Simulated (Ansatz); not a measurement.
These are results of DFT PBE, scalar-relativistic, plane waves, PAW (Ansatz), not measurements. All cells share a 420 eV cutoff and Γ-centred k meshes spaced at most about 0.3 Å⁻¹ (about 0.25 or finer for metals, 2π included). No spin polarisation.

Temperature and zero-point effects are left out.

Problem. Order these relaxed structures of Ge4N3 by energy, lowest first, with the energy over the lowest of them.
A.

```xyz
7
Lattice="-2.5585 2.5585 4.3594 2.5585 -2.5585 4.3594 2.5585 2.5585 -4.3594" Properties=species:S:1:pos:R:3 pbc="T T T"
Ge    1.1448    1.1448   -1.0309
Ge    1.4137    1.4137    3.3285
Ge   -1.4137    1.4137    5.3903
Ge    1.4137   -1.4137    5.3903
N     0.0000    0.0000    0.0000
N     2.5585    0.0000    0.0000
N     0.0000    2.5585    0.0000
```

B.

```xyz
7
Lattice="1.5384 0.8882 13.8946 -1.5384 0.8882 13.8946 0.0000 -1.7764 13.8946" Properties=species:S:1:pos:R:3 pbc="T T T"
Ge    0.0000    0.0000   29.7852
Ge    0.0000    0.0000    4.9290
Ge    0.0000    0.0000   11.4154
Ge    0.0000    0.0000   36.2630
N     0.0000    0.0000   31.6751
N     0.0000    0.0000    9.4820
N     0.0000    0.0000    1.3766
```

C.

```xyz
7
Lattice="4.5344 0.0000 0.0000 0.0000 4.5344 0.0000 0.0000 0.0000 4.5344" Properties=species:S:1:pos:R:3 pbc="T T T"
Ge    3.2767    1.2577    1.2577
Ge    1.2577    3.2767    1.2577
Ge    1.2577    1.2577    3.2767
Ge    3.2767    3.2767    3.2767
N     0.0000    0.0000    2.2672
N     2.2672    0.0000    0.0000
N     0.0000    2.2672    0.0000
```

Solution. B (0 meV/atom), C (153 meV/atom), A (334 meV/atom). Forms: B R3m; C P-43m; A I-42m. Counting N atoms around Ge (those within 1.25 times the shortest such distance or 1.15 times the sum of covalent radii, 1.27 where that leaves under three; a slash parts the counts of unlike sites): B has Ge 1/3/4; C has Ge 3; A has Ge 3. All come from invented guesses. Even the lowest of the cells shown lies +0.18 eV/atom against the elements.

Weakly bound directions are ill-defined at this level, which has no dispersion term (R3m, I-42m), and this can change margins and order among such cells. In R3m, P-43m, I-42m an odd number of electrons in the primitive cell allows no gap without spin; a larger cell or a magnetic state could open one. Cells relaxed within their symmetry can be saddle points. Some candidate types were left out of the draw beforehand, so a known form may be missing.
